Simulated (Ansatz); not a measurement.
Input and command of a calculation in Ansatz (plane waves; scalar-relativistic PAW potentials unless the input names others):

```yaml
crystal:
  lattice:
    - [0.0, 1.9372653337, 1.9372653337]
    - [1.9372653337, 0.0, 1.9372653337]
    - [1.9372653337, 1.9372653337, 0.0]
  atoms:
    - { symbol: Ir, position: [0.0, 0.0, 0.0] }
basis:
  ecutwfc: 420
kpoints:
  mp_grid: { grid: [18, 18, 18] }
hamiltonian:
  xc: pbe
scf:
  occupations: { method: fermi_dirac, width: 0.3 }
  n_extra_bands: 0
  max_iter: 50
output:
  forces: true
  eigenvalues: true
  stress: true
```

```bash
ansatz run input.yaml --threads 1 --pin off --max-ram 2560MiB --backend cpu --events-out ev --progress --plain --runs-dir out
```

Task: What is wrong with this input?

Result: The program refuses it, because of too few bands (scf.n_extra_bands: not typed → 0). Also changed, but not at fault: scf.occupations: {"method": "gaussian", "width": 0.1} → {"method": "fermi_dirac", "width": 0.3}. With the sound run's settings it is accepted.

Abridged log:
```
Error: inconsistent input (scf.n_extra_bands, scf.occupations.method): n_bands = 9 leaves no empty band above the 9 bands per channel that the deck's 17 electrons occupy, and the occupations search for the Fermi level (a smearing at a finite width, or tetrahedra): a level found among occupied bands alone can fill a metal as an insulator; raise scf.n_extra_bands until at least 10 bands are solved (omitted, it auto-derives to 13) (see scf.n_extra_bands in the input reference)
```